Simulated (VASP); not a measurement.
# MgF2 (Sellaite) (P4_2/mnm) in VASP: further runs, part 2 of 2

VASP 6.6.1.

**4. Phonons, PBEsol**

This run uses another cell than the first one, of 10.88 Å³/atom, 1.063 times its volume.

The input, POSCAR:

```
MgF2
1.0
    4.6240511486      0.0000000000      0.0000000000
    0.0000000000      4.6240511486      0.0000000000
    0.0000000000      0.0000000000      3.0527962139
  Mg              F
     2     4
Direct
     1.0000000000000000    0.0000000000000000    1.0000000000000000
     0.5000000000000000    0.5000000000000000    0.5000000000000000
     0.3031611946592399    0.3031611946592399    0.0000000000000000
     0.1968388053407601    0.8031611946592399    0.5000000000000000
     0.6968388053407601    0.6968388053407601    1.0000000000000000
     0.8031611946592399    0.1968388053407601    0.5000000000000000
```

The input, INCAR.step1:

```
ALGO     = Normal         # electronic algorithm
EDIFF    = 1E-8           # SCF threshold, eV
EDIFFG   = -0.002         # ionic threshold
ENCUT    = 600            # plane-wave cutoff, eV
GGA      = PS             # functional
IBRION   = 2              # ionic algorithm
ISIF     = 3              # what is computed and relaxed
ISMEAR   = 0              # smearing method
KPAR     = 2            
LASPH    = True           # aspherical terms in the spheres
LCHARG   = False          # write CHGCAR
LREAL    = False          # projectors in reciprocal space
LWAVE    = False          # write WAVECAR
NELM     = 80             # most SCF steps
NSW      = 40             # ionic steps
PREC     = Accurate       # precision mode
SIGMA    = 0.03           # smearing width, eV
```

The input, INCAR.step2:

```
ALGO     = Normal         # electronic algorithm
EDIFF    = 1E-8           # SCF threshold, eV
ENCUT    = 600            # plane-wave cutoff, eV
GGA      = PS             # functional
IBRION   = 6              # ionic algorithm
ISIF     = 2              # what is computed and relaxed
ISMEAR   = 0              # smearing method
KPAR     = 2            
LASPH    = True           # aspherical terms in the spheres
LCHARG   = False          # write CHGCAR
LREAL    = False          # projectors in reciprocal space
LWAVE    = False          # write WAVECAR
NELM     = 80             # most SCF steps
NFREE    = 2            
NSW      = 1              # ionic steps
POTIM    = 0.015          # step
PREC     = Accurate       # precision mode
SIGMA    = 0.03           # smearing width, eV
```

The input, KPOINTS:

```
k-points
0
Gamma
  6 6 10
```

Potentials or basis: VASP PAW PBE potentials, release 64 (Mg, F).

Command:

```sh
cat potpaw_PBE.64/Mg/POTCAR potpaw_PBE.64/F/POTCAR > POTCAR
cp INCAR.step1 INCAR
mpirun -np 2 vasp_std > vasp.out
cp CONTCAR POSCAR
cp INCAR.step2 INCAR
mpirun -np 2 vasp_std > vasp.out
```

OUTCAR:

```text
EDIFF = 1E-8
   ENCUT = 600
   GGA = PS
   IBRION = 6
   ISIF = 2
   ISMEAR = 0
   LASPH = True
   LREAL = False
   NELM = 80
   NFREE = 2
   NSW = 1
   POTIM = 0.015
   PREC = Accurate

 ion  position               nearest neighbor table
   1  0.000  0.000  0.000-   3 1.98   5 1.98   4 2.00   6 2.00   4 2.00   6 2.00   2 3.61   2 3.61
                             2 3.61   2 3.61   2 3.61   2 3.61   2 3.61   2 3.61
   2  0.500  0.500  0.500-   4 1.98   6 1.98   5 2.00   3 2.00   3 2.00   5 2.00   1 3.61   1 3.61
                             1 3.61   1 3.61   1 3.61   1 3.61   1 3.61   1 3.61
   3  0.303  0.303  0.000-   1 1.98   2 2.00   2 2.00
   4  0.197  0.803  0.500-   2 1.98   1 2.00   1 2.00
   5  0.697  0.697  0.000-   1 1.98   2 2.00   2 2.00
   6  0.803  0.197  0.500-   2 1.98   1 2.00   1 2.00

  LATTYP: Found a simple tetragonal cell.
 ALAT       =     4.6237835980
 C/A-ratio  =     0.6602915893

  Lattice vectors:

[... 1118 lines left out ...]

 INTERNAL STRAIN TENSORS FROM DISPLACED ATOMS
 ============================================

 INTERNAL STRAIN TENSOR FOR ION    1 for displacements in x,y,z  (eV/Angst):
          X           Y           Z          XY          YZ          ZX
  --------------------------------------------------------------------------------
  x     0.00000     0.00000     0.00000     0.00000     0.00000     0.00000
  y     0.00000     0.00000     0.00000     0.00000     0.00000     0.00000
  z     0.00000     0.00000     0.00000     0.00000     0.00000     0.00000

 INTERNAL STRAIN TENSOR FOR ION    6 for displacements in x,y,z  (eV/Angst):
          X           Y           Z          XY          YZ          ZX
  --------------------------------------------------------------------------------
  x     0.67770     0.08461     2.37996     0.46885     0.00000     0.00000
  y    -0.08461    -0.67770    -2.37996    -0.46885     0.00000     0.00000
  z     0.00000     0.00000     0.00000     0.00000    -2.67826     2.67826

 Eigenvectors and eigenvalues of the dynamical matrix
 ----------------------------------------------------

   1 f  =   15.229537 THz    95.690004 2PiTHz  508.002680 cm-1    62.984277 meV
             X         Y         Z           dx          dy          dz
      0.000000  0.000000  0.000000     0.000000   -0.000000   -0.000000
      2.311892  2.311892  1.526523     0.000000   -0.000000   -0.000000
      1.401890  1.401890  0.000000    -0.353553   -0.353553    0.000000
      0.910002  3.713781  1.526523    -0.353553    0.353553    0.000000
      3.221894  3.221894  0.000000     0.353553    0.353553    0.000000
      3.713781  0.910002  1.526523     0.353553   -0.353553    0.000000
[... 145 lines left out ...]
  18 f/i=    0.010873 THz     0.068316 2PiTHz    0.362680 cm-1     0.044967 meV
             X         Y         Z           dx          dy          dz
      0.000000  0.000000  0.000000    -0.000000   -0.000000    0.442154
      2.311892  2.311892  1.526523    -0.000000   -0.000000    0.442154
      1.401890  1.401890  0.000000    -0.000000   -0.000000    0.390192
      0.910002  3.713781  1.526523    -0.000000   -0.000000    0.390192
      3.221894  3.221894  0.000000    -0.000000   -0.000000    0.390192
      3.713781  0.910002  1.526523    -0.000000   -0.000000    0.390192

 ELASTIC MODULI CONTR FROM IONIC RELAXATION (kBar)
 Direction    XX          YY          ZZ          XY          YZ          ZX
 --------------------------------------------------------------------------------
 XX         -39.9566     34.9688    -15.5721     -0.0000     -0.0000      0.0000
 YY          34.9688    -39.9566    -15.5721      0.0000      0.0000      0.0000
 ZZ         -15.5721    -15.5721    -97.2323      0.0000      0.0000      0.0000
 XY           0.0000      0.0000      0.0000     -2.3942     -0.0000     -0.0000
 YZ          -0.0000      0.0000      0.0000     -0.0000   -117.8354     -0.0000
 ZX           0.0000      0.0000      0.0000     -0.0000     -0.0000   -117.8353
 --------------------------------------------------------------------------------
```

OUTCAR.step1:

```text
EDIFF = 1E-8
   EDIFFG = -0.002
   ENCUT = 600
   GGA = PS
   IBRION = 2
   ISIF = 3
   ISMEAR = 0
   LASPH = True
   LREAL = False
[... 848 lines left out ...]
      3.22189      3.22189      3.05305        -0.001403     -0.001403      0.000000
      3.71378      0.91000      1.52652         0.001403     -0.001403      0.000000
 -----------------------------------------------------------------------------------
    total drift:                                0.000000      0.000000      0.000000

  FREE ENERGIE OF THE ION-ELECTRON SYSTEM (eV)
  ---------------------------------------------------
  free  energy   TOTEN  =       -32.6097719298 eV

  energy  without entropy=      -32.6097719298  energy(sigma->0) =      -32.60977193

 reached required accuracy - stopping structural energy minimisation
```

OSZICAR.step1:

```text
N       E                     dE             d eps       ncg     rms          rms(c)
DAV:   1     0.217994420355E+03    0.21799E+03   -0.19723E+04  2488   0.169E+03
DAV:   2    -0.241525770186E+02   -0.24215E+03   -0.23506E+03  3160   0.354E+02
[... 13 lines left out ...]
       N       E                     dE             d eps       ncg     rms          rms(c)
DAV:   1    -0.326097720345E+02   -0.38865E-05   -0.12646E-03  2424   0.333E-01    0.118E-02
DAV:   2    -0.326097726212E+02   -0.58676E-06   -0.23331E-05  2744   0.421E-02    0.615E-03
DAV:   3    -0.326097720201E+02    0.60116E-06   -0.43960E-07  2772   0.752E-03    0.229E-03
DAV:   4    -0.326097719244E+02    0.95686E-07   -0.17074E-07  2776   0.435E-03    0.287E-04
DAV:   5    -0.326097719298E+02   -0.54465E-08   -0.13022E-08  1612   0.965E-04
   2 F= -.32609772E+02 E0= -.32609772E+02  d E =-.378329E-05
```

Run time: 5.2 min. Hardware: 2 MPI ranks of Intel Xeon Platinum 8488C (Sapphire Rapids), shared host; peak memory 0.4 GiB.

What came out:

- Highest phonon frequency at Γ, LO-TO splitting left out: 508 cm⁻¹

Phonon frequencies in cm⁻¹ (negative: imaginary):
```
              q point                                                       frequencies
(0.000, 0.000, 0.000)  0 0 0 81 201 236 236 289 292 292 403 405 410 410 427 454 454 508
```

Caveat: the PAW data sets were made with another functional, which shifts forces and pressure a little.

**5. Dielectric tensor, PBEsol**

This run uses another cell than the first one, of 10.88 Å³/atom, 1.063 times its volume.

The input, INCAR:

```
ALGO     = Normal         # electronic algorithm
EDIFF    = 1E-8           # SCF threshold, eV
ENCUT    = 600            # plane-wave cutoff, eV
GGA      = PS             # functional
ISIF     = 2              # what is computed and relaxed
ISMEAR   = 0              # smearing method
KPAR     = 2            
LASPH    = True           # aspherical terms in the spheres
LCHARG   = False          # write CHGCAR
LEPSILON = True           # dielectric tensor by DFPT
LREAL    = False          # projectors in reciprocal space
LWAVE    = False          # write WAVECAR
NELM     = 80             # most SCF steps
PREC     = Accurate       # precision mode
SIGMA    = 0.03           # smearing width, eV
```

The input, KPOINTS:

```
k-points
0
Monkhorst-Pack
  8 8 12
```

The input, POSCAR:

```
MgF2                                    
1.0
    4.6237835980      0.0000000000      0.0000000000
   -0.0000000000      4.6237835980      0.0000000000
    0.0000000000      0.0000000000      3.0530454204
  Mg              F             
     2     4
Direct
     0.0000000000000000    0.0000000000000000    1.0000000000000000
     0.5000000000000000    0.5000000000000000    0.5000000000000000
     0.3031910221538213    0.3031910221538213    0.0000000000000000
     0.1968089778461787    0.8031910221538213    0.5000000000000000
     0.6968089778461787    0.6968089778461787    1.0000000000000000
     0.8031910221538213    0.1968089778461787    0.5000000000000000
```

Potentials or basis: VASP PAW PBE potentials, release 64 (Mg, F).

Command:

```sh
cat potpaw_PBE.64/Mg/POTCAR potpaw_PBE.64/F/POTCAR > POTCAR
mpirun -np 2 vasp_std > vasp.out
```

OUTCAR:

```text
EDIFF = 1E-8
   ENCUT = 600
   GGA = PS
   ISIF = 2
   ISMEAR = 0
   LASPH = True
   LEPSILON = True
   LREAL = False
   NELM = 80
   PREC = Accurate

 ion  position               nearest neighbor table
   1  0.000  0.000  0.000-   3 1.98   5 1.98   4 2.00   6 2.00   4 2.00   6 2.00   2 3.61   2 3.61
                             2 3.61   2 3.61   2 3.61   2 3.61   2 3.61   2 3.61
   2  0.500  0.500  0.500-   4 1.98   6 1.98   5 2.00   3 2.00   3 2.00   5 2.00   1 3.61   1 3.61
                             1 3.61   1 3.61   1 3.61   1 3.61   1 3.61   1 3.61
   3  0.303  0.303  0.000-   1 1.98   2 2.00   2 2.00
   4  0.197  0.803  0.500-   2 1.98   1 2.00   1 2.00
   5  0.697  0.697  0.000-   1 1.98   2 2.00   2 2.00
   6  0.803  0.197  0.500-   2 1.98   1 2.00   1 2.00

  LATTYP: Found a simple tetragonal cell.
 ALAT       =     4.6237835980
 C/A-ratio  =     0.6602915893
[... 834 lines left out ...]
          XX          YY          ZZ          XY          YZ          ZX
  --------------------------------------------------------------------------------
  x     0.00000     0.00000     0.00000     0.00000     0.00000     0.00000
  y     0.00000     0.00000     0.00000     0.00000     0.00000     0.00000
  z     0.00000     0.00000     0.00000     0.00000     0.00000     0.00000

 PIEZOELECTRIC TENSOR (including local field effects)  for field in x, y, z        (C/m^2)
          XX          YY          ZZ          XY          YZ          ZX
  --------------------------------------------------------------------------------
  x     0.00000     0.00000     0.00000     0.00000     0.00000     0.00000
  y     0.00000     0.00000     0.00000     0.00000     0.00000     0.00000
  z     0.00000     0.00000     0.00000     0.00000     0.00000     0.00000

 BORN EFFECTIVE CHARGES (including local field effects) (in |e|, cummulative output)
 ---------------------------------------------------------------------------------
 ion    1
    1     1.96691     0.03884     0.00000
    2     0.03884     1.96691     0.00000
    3     0.00000     0.00000     2.05615
 ion    2
    1     1.96691    -0.03884     0.00000
    2    -0.03884     1.96691     0.00000
    3     0.00000     0.00000     2.05615
 ion    3
    1    -0.98346    -0.19866     0.00000
    2    -0.19866    -0.98346     0.00000
    3     0.00000     0.00000    -1.02808
 ion    4
    1    -0.98346     0.19866     0.00000
    2     0.19866    -0.98346     0.00000
    3     0.00000     0.00000    -1.02808
 ion    5
    1    -0.98346    -0.19866     0.00000
    2    -0.19866    -0.98346     0.00000
    3     0.00000     0.00000    -1.02808
 ion    6
    1    -0.98346     0.19866     0.00000
    2     0.19866    -0.98346     0.00000
    3     0.00000     0.00000    -1.02808
```

stdout:

```text
POSCAR found type information on POSCAR MgF
 POSCAR found :  2 types and       6 ions
 scaLAPACK will be used
 -----------------------------------------------------------------------------
|                                                                             |
|                                                                             |
|     You enforced a specific xc type in the INCAR file but a different       |
[... 28 lines left out ...]
  Direction:   1
 dielectric tensor                  component  1 :     1.988    -0.007    -0.022
 Linear response to external field, progress :
  Direction:   2
 dielectric tensor                  component  2 :    -0.007     1.988    -0.062
 Linear response to external field, progress :
  Direction:   3
 dielectric tensor                  component  3 :    -0.067    -0.056     2.021
 Born effective charges drift removed
```

It took 3.5 min on 2 MPI ranks of Intel Xeon Platinum 8488C (Sapphire Rapids), shared host; peak memory 0.48 GiB.

Results:

```yaml
Electronic_dielectric_tensor_diagonal: 1.99, 1.99, 2.02
Born_charges_mean_of_the_diagonal: Mg +2.00; F -1.00 e
```

Electronic dielectric tensor:
```
1.99 0.00 0.00
0.00 1.99 0.00
0.00 0.00 2.02
```

Born effective charge tensors (e):
atom 1, Mg
```
1.97 0.04 0.00
0.04 1.97 0.00
0.00 0.00 2.06
```
atom 2, Mg
```
 1.97 -0.04  0.00
-0.04  1.97  0.00
 0.00  0.00  2.06
```
atom 3, F
```
-0.98 -0.20  0.00
-0.20 -0.98  0.00
 0.00  0.00 -1.03
```
atom 4, F
```
-0.98  0.20  0.00
 0.20 -0.98  0.00
 0.00  0.00 -1.03
```
atom 5, F
```
-0.98 -0.20  0.00
-0.20 -0.98  0.00
 0.00  0.00 -1.03
```
atom 6, F
```
-0.98  0.20  0.00
 0.20 -0.98  0.00
 0.00  0.00 -1.03
```

Caveat: the PAW data sets were made with another functional, which shifts forces and pressure a little.
